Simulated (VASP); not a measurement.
# V: self-consistent run, by LSFBXC

V, Im-3m (no. 229), 1 atom in the cell. PBE; PAW potentials V_sv (PBE set).

| LSFBXC | Pressure (GPa) | Gap on the mesh (eV) | Time (s) |
|---|---|---|---|
| default | -5.16 | 0.000 | 176 |
| .TRUE. | -5.19 | 0.000 | 206 |

## Input of the first row

INCAR:
```
SYSTEM = V
PREC = Accurate
ENCUT = 520
EDIFF = 1E-6
ISMEAR = 1
SIGMA = 0.1
LREAL = .FALSE.
LASPH = .TRUE.
ALGO = Normal
NELM = 200
ISIF = 2
LWAVE = .FALSE.
LCHARG = .FALSE.
LORBIT = 11
LMAXMIX = 4
LNONCOLLINEAR = .TRUE.
MAGMOM = -0.02 -0.035 0.001
ISYM = -1
```

KPOINTS:
```
k-points
0
Gamma
  9 9 9
```

POSCAR:
```
V
1.0
   -1.5143500000      1.5143500000      1.5143500000
    1.5143500000     -1.5143500000      1.5143500000
    1.5143500000      1.5143500000     -1.5143500000
V
1
Direct
    0.0000000000      0.0000000000      0.0000000000
```

Commands:
```
cat potpaw_PBE.64/V_sv/POTCAR > POTCAR
mpirun -np 1 vasp_ncl > vasp.out
```

Changes of the last row against the first:
```
+ LSFBXC = True
```

VASP 6.6.1 took 176 s on 1 core (Intel Xeon 6975P-C (Granite Rapids)), a shared host.
